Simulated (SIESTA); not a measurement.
**Ho under changes of volume**

One of the cells (31.035 Å³/atom); the others are scaled copies at fixed shape and fractional positions:

```
Ho
1.0
     3.52848    0.00000    0.00000
     1.75788    3.00607    0.00000
     1.70959    0.96110    2.92591
Ho
1
Direct
  0.99238 0.99881 0.00730
```

This isn't the form of Ho at room conditions, which is hcp.

```yaml
Program: SIESTA 5.4.2
Functional: PBE
Potentials_or_basis: PseudoDojo 3+ lanthanides (4f in the core) (PBE files)
Basis: DZ (energy shift 0.01 Ry)
Grid_cutoff: 800 Ry
Energy_shift: 0.01 Ry
k_mesh: 9 × 9 × 9
Occupations: fermi-dirac, width 0.05 eV
Spin: collinear spin, ferromagnetic start
Starting_moments: "[4.0] μB"
Fixed_moment: 4 μB
```

```tsv
volume (Å³/atom)	energy over the lowest point (meV/atom)	pressure (GPa)
29.173	?	?
29.793	12.01	0.7
31.035	0.00	-2.8
32.276	40.65	-4.5
32.897	210.23	-10.4
```

What does the run at 29.173 Å³/atom give?

Energy over the lowest point 13.44 meV/atom; pressure 2.7 GPa.

The energies don't lie on one smooth curve, so no fit is given. The run at 32.897 Å³/atom lies farthest off, from a change of basis, grid or state.

Energies are extrapolated to zero smearing.

Caveats: the basis has no polarisation orbitals; the magnetic or orbital state may not be the lowest; semicore shells carry a single zeta, which can move pressures by several GPa and volumes by a few percent; the basis of atomic orbitals isn't converged, which shifts pressures, moduli and gaps; the total moment is fixed, so each spin has its own Fermi level.
